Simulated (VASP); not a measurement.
Crystal: HfS2.

```
CELL_PARAMETERS angstrom
3.63966 0.00000 0.00000
-1.81983 3.15204 0.00000
0.00000 0.00000 6.05556
ATOMIC_POSITIONS crystal
Hf 0.00000 0.00000 0.00000
S 0.66667 0.33333 0.76395
S 0.33333 0.66667 0.23605
```

The cell is a database's computed one.

| Item | Value |
| --- | --- |
| Program | VASP 6.6.1 |
| Task | relaxation of cell and atoms |
| Functional | PBEsol |
| Potentials or basis | VASP PAW PBE potentials, release 64 (Hf_pv, S) |
| Cutoff | 600 eV |
| k mesh | 9 × 9 × 5 |
| Occupations | gaussian, width 0.03 eV |
| Spin | no spin polarisation |

At the start: pressure -1.9 GPa; volume 23.16 Å³/atom.

Q: How do energy, volume and symmetry change on relaxing?

A: Over 13 steps the energy falls by 5.2 meV/atom and the volume is 22.12 Å³/atom (-4.5 %); space group P-3m1 (No. 164, to 0.05 Å).

The path:
```csv
step,energy change (eV),largest force (eV/Å),pressure (GPa),volume (Å³)
1,0.0000,0.0666,-1.91,69.47
2,0.0004,0.4345,2.44,66.73
3,-0.0102,0.1752,0.17,68.09
4,-0.0136,0.0727,0.02,67.96
5,-0.0140,0.0229,-0.05,67.90
6,-0.0141,0.0238,-0.05,67.83
7,-0.0144,0.0267,0.00,67.63
8,-0.0149,0.0324,0.09,67.23
9,-0.0155,0.0431,0.28,66.42
10,-0.0155,0.0361,0.23,66.41
11,-0.0157,0.0128,0.08,66.38
12,-0.0156,0.0314,-0.21,66.33
13,-0.0157,0.0024,-0.02,66.36
```

Final structure:
```
CELL_PARAMETERS angstrom
3.58794 0.00000 0.00000
-1.79397 3.10725 0.00000
0.00000 0.00000 5.95268
ATOMIC_POSITIONS crystal
Hf 0.00000 0.00000 0.00000
S 0.66667 0.33333 0.75685
S 0.33333 0.66667 0.24315
```

Caveat: the PAW data sets were made with another functional, which shifts forces and pressure a little; this functional lacks dispersion, which binds the layers, so the pressure and a relaxed spacing across them are unreliable.
